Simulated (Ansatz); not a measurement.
# Zr: the cost of one run

Program: Ansatz 0.2.0. Level of theory: DFT PBEsol, scalar-relativistic, plane waves, PAW. These are calculated values, not measurements.

1 further run of the same task is left out (set aside as unsound or not needed).

**1. Starting point**

The structure is cubic, space group Im-3m (No. 229). The conventional cell has a = 3.620 Å, b = 3.620 Å, c = 3.620 Å, α = 90.00°, β = 90.00°, γ = 90.00°. Zr (site symmetry m-3m) has 8 Zr at 3.14 Å as nearest neighbours.

Structure file:

```xyz
1
Lattice="-1.8100 1.8100 1.8100 1.8100 -1.8100 1.8100 1.8100 1.8100 -1.8100" Properties=species:S:1:pos:R:3 pbc="T T T"
Zr    0.0000    0.0000    0.0000
```

The structure comes from the Crystallography Open Database.

**2. A change within a subgroup**

Against the listed cell: strain xx, yy, zz, yz, xz, xy = -3.0, -3.0, +3.0, +2.1, -2.1, +1.8 %.

File input.yaml:

```yaml
crystal:
  lattice:
    - [-1.7619445, 1.7619445, 1.9411345]
    - [1.6855987, -1.6855987, 1.7884429]
    - [1.8267787, 1.7504329, -1.8647887]
  atoms:
    - { symbol: Zr, position: [0.0, 0.0, 0.0] }
basis:
  ecutwfc: 420
kpoints:
  mp_grid: { grid: [14, 14, 14] }
hamiltonian:
  xc: pbesol
scf:
  occupations: { method: gaussian, width: 0.1 }
output:
  forces: true
  stress: true
  eigenvalues: true
```

Command:

```sh
$ ansatz run input.yaml --threads 1 --pin off --max-ram 1331MiB --backend cpu --events-out ev --progress --plain --runs-dir out
```

Q: Estimate wall time and peak memory on 1 thread of an x86-64 CPU, shared host.

About 20 s, with a peak of 0.48 GiB.
